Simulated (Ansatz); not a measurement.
# P: the change of energy less reference with wave cutoff

Results calculated with Ansatz 0.2.0, not measured. One setting of a density functional single point varied, free energy counted from the run at the reference value, pressure positive in compression; periodic cell, basis, potentials, k mesh and filling as listed.

Structure of every row (space group P2/m, No. 10):
```
P
1.0
      2.4247     0.0000     0.0000
      0.0000     2.4385     0.0000
     -0.0203     0.0000     4.8524
P
2
Direct
  0.00000 0.00000 0.25058
  0.00000 0.00000 0.74942
```

Settings of every row: functional r2SCAN; dispersion none; potentials PAW; k mesh 8x8x4; k shift 0x0x0; occupations cold; smearing width 0.05 eV; spin none; varied setting wave cutoff; reference wave cutoff 500 eV.

Limits: coarse k mesh, up to 40 meV an atom off; cutoff under the advised one; the cell comes from a prototype or a list of computed structures and needn't be the stable phase.

```csv
row,wave cutoff (eV),energy less reference (meV/atom)
1,250,183.34
2,300,39.85
3,350,5.62
4,400,?
5,450,0.27
6,500,0
```

Question: what energy less reference should row 4 give?

Worked fit of energy less reference. Measure energy less reference from the row at the highest cutoff, 0.00 meV/atom, and take the logarithm of what remains: 250 → 5.21, 300 → 3.69, 350 → 1.73, 450 → -1.31. A straight line through these is ln|rest| = 13.435 − 0.03291 × cutoff, so the rest falls by a factor of e every 30.4 eV; from 4 rows that is a rough guide, not a law, and the row at the highest cutoff isn't the limit itself. At 400 eV the line gives ln|rest| = 0.271, a rest of 1.31 meV/atom, and so 0.00 + 1.31 = 1.31 meV/atom.

The calculation gave 0.69 meV/atom. The fit lies 0.62 meV/atom (90 % of the value, 0.34 % of the column's range) above it; its largest miss of a shown row is 4.62 meV/atom.
